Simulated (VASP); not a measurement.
Wanted: the native input for a VASP 6.6.1 run.

| Item | Value |
| --- | --- |
| Task | single point |
| Functional | PBE |
| Dispersion | D3(BJ) |
| Potentials or basis | VASP PAW PBE potentials, release 64 (K_sv) |
| Cutoff | 520 eV |
| k mesh | 12 × 12 × 12 |
| Occupations | gaussian, width 0.15 eV |
| Spin | no spin polarisation |
| Dipole correction | no |
| Further INCAR settings | ALGO = Normal; EDIFF = 1e-06; NBANDS = 10 |

The structure of K lies in POSCAR:

```
K
1.0
    0.0000000000      3.3918728180      3.3918728180
    3.3918728180      0.0000000000      3.3918728180
    3.3918728180      3.3918728180      0.0000000000
K
1
Direct
    0.0000000000      0.0000000000      0.0000000000
```

This isn't the form of K at room conditions, which is bcc.

The input as run:

INCAR

```
PREC = Accurate ; ENCUT = 520
EDIFF = 1E-6 ; ISMEAR = 0
SIGMA = 0.15 ; LREAL = F
LASPH = T ; NELM = 80
ALGO = Normal ; ISIF = 2
LWAVE = F ; LCHARG = F
GGA = PE ; IVDW = 12
NBANDS = 10
```

KPOINTS

```
Automatic mesh
0
Gamma
  12 12 12
```

Potentials or basis: VASP PAW PBE potentials, release 64 (K_sv).

Run with:

```bash
$ cat potpaw_PBE.64/K_sv/POTCAR > POTCAR
$ mpirun -np 1 vasp_std > vasp.out
```

Results of the run:

```
Pressure                   : -0.4 GPa
Band gap on the k mesh     : none (metal or under the smearing width)
Dispersion energy per atom : -0.106 eV
```

Caveat: pairwise dispersion overbinds metals, which lowers pressure and volume.

Run time: 19 s on 1 thread of Intel(R) Xeon(R) 6975P-C (Granite Rapids), on a shared host, peak memory 0.22 GiB.
